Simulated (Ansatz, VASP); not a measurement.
Given: the input of a run of VASP 6.6.1 on NaI.

Contents of INCAR:

```
SYSTEM = NaI
  PREC = Accurate
  ENCUT = 520
  EDIFF = 1E-6
  ISMEAR = -1
  SIGMA = 0.05
  LREAL = .False.
  LASPH = .True.
  NELM = 60
  ALGO = Normal
  ISIF = 2
  LWAVE = .False.
  LCHARG = .True.
  GGA = PE
  LELF = .True.
  LVHAR = .True.
  NBANDS = 14
```

KPOINTS

```
regular mesh
0
Gamma
  7 7 7
  0 0 0
```

File POSCAR:

```
NaI
1.0
    0.0000000000      3.2578337372      3.2578337372
    3.2578337372      0.0000000000      3.2578337372
    3.2578337372      3.2578337372      0.0000000000
I Na
1 1
Direct
    0.5000000000      0.5000000000      0.5000000000
    0.0000000000      0.0000000000      0.0000000000
```

Potentials or basis: VASP PAW PBE potentials, release 64 (I, Na_pv).

Command:

```console
$ cat potpaw_PBE.64/I/POTCAR potpaw_PBE.64/Na_pv/POTCAR > POTCAR
$ mpirun -np 1 vasp_std > vasp.out
```

Problem. Set up the same calculation for Ansatz 0.2.0. Potentials there: Ansatz PAW soft_1.

Solution. As run (the cutoff follows the program's own potentials):

input.yaml

```yaml
crystal:
  lattice:
    - [0.0, 3.2578337372, 3.2578337372]
    - [3.2578337372, 0.0, 3.2578337372]
    - [3.2578337372, 3.2578337372, 0.0]
  atoms:
    - { symbol: I, position: [0.5, 0.5, 0.5] }
    - { symbol: Na, position: [0.0, 0.0, 0.0] }
hamiltonian:
  xc: pbe
  pseudopotentials: { kind: paw, azcp: { folder: soft_1 } }
kpoints:
  mp_grid: { grid: [7, 7, 7] }
scf:
  occupations: { method: fermi_dirac, width: 0.05 }
output:
  forces: true
  stress: true
  eigenvalues: true
```

Potentials or basis: Ansatz PAW soft_1.

Command:

```console
$ ansatz run input.yaml --threads 1 --pin off --max-ram 3584MiB --backend cpu --events-out ev --progress --plain --runs-dir out
```

Both were run:

|  | VASP | Ansatz | Ansatz less VASP |
| --- | --- | --- | --- |
| gap on the k mesh at the Fermi level (eV) | 3.59 | 3.59 | +0.003 |
| least direct gap on the mesh (eV) | 3.59 | 3.59 | +0.003 |
| pressure (GPa) | 0.1 | 0.1 | -0.01 |

The two sets of potentials don't hold the same shells in valence.

Caveats: spin-orbit coupling is left out, which moves the levels of the heavy elements; odd divisions of the mesh miss points on the zone boundary, where band edges often lie, so the gap on the mesh can be too wide (Ansatz).
